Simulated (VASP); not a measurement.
A run of VASP 6.6.1:

Contents of INCAR:

```
PREC = Accurate
ENCUT = 600
EDIFF = 1E-6
ISMEAR = 0
SIGMA = 0.02
LREAL = False
LASPH = True
NELM = 100
ALGO = Normal
ISIF = 3
LWAVE = False
LCHARG = False
GGA = PE
IBRION = 2
NSW = 100
EDIFFG = -0.005
```

Contents of KPOINTS:

```
Automatic mesh
0
Gamma
  12 12 6
```

Contents of POSCAR:

```
BN
1.0
    2.5539396017      0.0000000000      0.0000000000
   -1.2769698009      2.2117765748      0.0000000000
    0.0000000000      0.0000000000      4.2268550000
B N
2 2
Direct
    0.6666666700      0.3333333300      0.9997240000
    0.3333333300      0.6666666700      0.4997240000
    0.6666666700      0.3333333300      0.6252760000
    0.3333333300      0.6666666700      0.1252760000
```

Potentials or basis: VASP PAW PBE potentials, release 64 (B, N).

Launch:

```sh
$ cat potpaw_PBE.64/B/POTCAR potpaw_PBE.64/N/POTCAR > POTCAR
$ mpirun -np 1 vasp_std > vasp.out
```

Hardware: 1 thread of Intel(R) Xeon(R) 6975P-C (Granite Rapids), on a shared host.

Task: How long does it take, and how much memory?

Result: Run time: 17 s on 1 thread of Intel(R) Xeon(R) 6975P-C (Granite Rapids), on a shared host, peak memory 0.14 GiB. Counts: scf iterations 21, k points 76, ion steps 3.
